**Question**

The table lists electron energies in layered PtSe₂ at seven k points, each of which stands for one way in which an electron wave changes phase from cell to cell. The coordinates *point a*, *point b* and *point c* are fractions of the reciprocal cell vectors; *c* belongs to the stacking direction. *Level under 1* is the nearest level below the Fermi energy, *level over 1* the nearest above, and energies count from the Fermi energy.

Kohn–Sham levels of PtSe₂ at fixed geometry, calculated with ABINIT 10.8.3 using the LDA functional, without spin polarisation or spin–orbit coupling. The run used PseudoDojo NC SR LDA v0.4.1 standard pseudopotentials, a plane-wave cutoff of 1061.24 eV, a 6×6×4 k mesh and Fermi–Dirac occupations with a width of 0.05 eV. Energies are relative to the Fermi energy.

```csv
point a (reciprocal cell vector),point b (reciprocal cell vector),point c (reciprocal cell vector),level point (row),level under 4 (eV),level under 3 (eV),level under 2 (eV),level under 1 (eV),level over 1 (eV),level over 2 (eV)
0.0000,0.0000,0.0000,1,-3.969,-2.537,-1.042,-1.042,0.425,1.473
0.5000,0.0000,0.0000,2,-3.521,-3.447,-3.375,-2.960,0.652,2.365
0.1667,0.1667,0.0000,3,-3.454,-2.520,-2.204,-0.428,0.639,1.599
0.3333,0.3333,0.0000,4,-1.792,-1.792,-0.001,-0.001,4.010,7.555
0.3333,0.0000,0.2500,5,-3.346,-3.004,-2.278,-2.216,1.843,1.965
0.0000,0.0000,0.5000,6,-2.981,-1.702,-1.478,-1.478,2.320,2.320
0.5000,0.0000,0.5000,7,-3.461,-3.182,-2.819,-1.352,0.997,1.497
```

The highest level under the Fermi energy lies at −0.001 eV, at K (point 4). The lowest level over it lies at 0.425 eV, at Γ (point 1). A student subtracts the two and reports a semiconductor with a gap of 0.43 eV. Use the filling of the levels to test this claim, then decide which bands the two edge levels belong to. The 6×6×4 mesh has 144 points, of which K and its mirror image make up two.

**Model answer**

*Is there a gap?* In a semiconductor the electrons exactly fill the valence bands. The smearing of the occupations may lift a few of them across the gap, but each one lifted leaves one hole behind. The Fermi energy settles where the two numbers agree, and this balance can be checked.

The filling of a level at energy E above the Fermi energy is f = 1/(1 + exp(E/w)), where w = 0.05 eV is the smearing width. The two degenerate levels at K lie so close to the Fermi energy that each is only 50.5 % full. If they were the top of the valence bands, they would hold 2 spins × 2 levels × 2/144 × 0.495 ≈ 0.0275 holes per cell.

These holes need partners above the supposed gap. A generous estimate places two empty levels at its upper edge, 0.425 eV, at every k point. Each would be filled to exp(−8.5) ≈ 0.0002, which gives 2 × 2 × 0.0002 ≈ 0.0008 electrons per cell. That is about 34 times too few, so a gap of 0.43 eV is ruled out.

The entropy of partly filled levels points the same way. The seven points supply 24 % of the entropy term of the run. The rest must come from other mesh points with levels close to the Fermi energy. Those just above it would lie inside the supposed gap, and those just below it would add still more holes. The run itself also classes the crystal as a metal.

*Which bands meet at the Fermi energy?* The 50 electrons in the calculation fill 25 bands if every band is either full or empty. Ligand-field theory says what these are: deep shells, the selenium s and p bands, and three platinum d bands. Next in energy come two antibonding bands, in which the platinum d orbitals that point towards selenium mix with selenium p orbitals. These two are the conduction bands.

Symmetry helps to find them. Without spin–orbit coupling, the two conduction bands must coincide with each other at Γ, and again at K. The level at 0.425 eV at Γ is single, because the next one lies at 1.473 eV. It therefore cannot be one of the two, and the natural reading is that it is the top of the valence bands, emptied of its electrons.

At K the pair at the Fermi energy has the required degeneracy. If it belonged to the valence bands, the conduction pair would have to lie at 7.555 eV or higher, since the level at 4.010 eV is single. At the other six points the levels just above the Fermi energy stay below 2.4 eV. The pair at K is thus best read as the bottom of the conduction bands, partly filled.

PtSe₂ is then a semimetal in this calculation. The valence top at Γ lies above the conduction bottom at K, and electrons spill from the one to the other. On the printed points, the student's 0.43 eV is the size of this overlap, taken with the wrong sign. At each of the seven points the two sets of bands remain apart, by more than 1 eV; they overlap only when different points are compared.

*Why does the valence top rise so high at Γ?* From Γ to A (point 6) only the phase between neighbouring layers changes. On the reading above, the valence top falls on this path from 0.425 to −1.478 eV. The level at A is a degenerate pair, however, and the single state at Γ cannot turn into a member of it. That state must drop to −1.702 eV or lower, by at least 2.1 eV. So large a change points to strong coupling between the layers. The likely carriers are selenium p orbitals that point out of the layers and meet in an antibonding way at Γ. Weaker coupling, as between layers pulled apart, should lower this level and reduce the overlap.

**Remarks on the reasoning**

*A graphene-like answer deserves partial credit.* A degenerate pair at K, right at the Fermi energy, recalls graphene, where one member belongs to the valence band and the other to the conduction band. This reading also gives a metal, so the filling test does not exclude it. Nor do the energies alone: between point 3, halfway from Γ to K, and K itself, the second conduction level would have to rise by 2.4 eV, which is steep but possible.

The chemistry speaks against it. If the pair at K is the antibonding pair, the graphene-like count needs a valence level at 4.010 eV or higher, far above any other candidate in the table. This is an argument from theory. Numbering the levels at K from the bottom would test it: the pair should be levels 26 and 27, not 25 and 26.

*The charge balance is only half closed by these points.* In the semimetal reading the pair at K holds 0.028 electrons per cell, while the empty level at Γ supplies 0.014 holes. At least the other half must come from elsewhere on the mesh, and more if other points also hold conduction electrons. The assignment therefore rests on symmetry and band counting, and the size of the pockets should not be read from so coarse a mesh.

*The size of the overlap is less certain than its presence in this run.* Spin–orbit coupling is left out, although both elements are heavy; it would split the pair at K and change its filling. The geometry is not relaxed either: forces remain on the selenium atoms, and the cell is under tension, mostly along the stacking direction. Relaxation should shorten the cell in that direction and shift the level at Γ. LDA, moreover, commonly exaggerates the overlap in semimetals.

*The general lesson concerns the subtraction.* "Under" and "over" sort levels by energy, whereas a gap is defined between bands of fixed number. The two agree only if the same number of levels lies below the Fermi energy at every k point. Anyone who screens materials by such a difference should first compare that number across the whole mesh.

The printed analysis below gives the filling estimates and the band edges in the semimetal reading.

Output of the analysis:

```
apparent gap between the printed levels, eV: 0.426
filling of each level of the K pair, percent: 50.5
holes per cell if the K pair is valence: 0.0275
most electrons per cell above a true gap, two levels at its upper edge at every k point: 0.0008137
ratio of these holes to these electrons: 33.8
entropy term from the printed points, meV per cell: 1.934
entropy term of the whole run, meV per cell: 7.958
share of the printed points in it, percent: 24.31
electrons per cell in the K pair if it is conduction: 0.02806
holes per cell in the single level at Gamma if it is valence: 0.01389
K pair as valence, shifts of the two conduction levels from midpoint to K, eV: 3.371, 5.956
K pair as conduction, the same two shifts, eV: -0.64, -1.6
K pair as one of each, the same two shifts, eV: -0.64, 2.411
levels in the overlap reading, eV:
     row  point  valence_top  conduction_bottom  direct_distance
     0.0      1        0.425              1.473            1.048
     0.5      2        -2.96              0.652            3.612
  0.1667      3       -0.428              0.639            1.067
  0.3333      4       -1.792             -0.001            1.791
  0.3333      5       -2.216              1.843            4.059
     0.0      6       -1.478               2.32            3.798
     0.5      7       -1.352              0.997            2.349
overlap of valence top and conduction bottom on the printed points, eV: 0.426
```
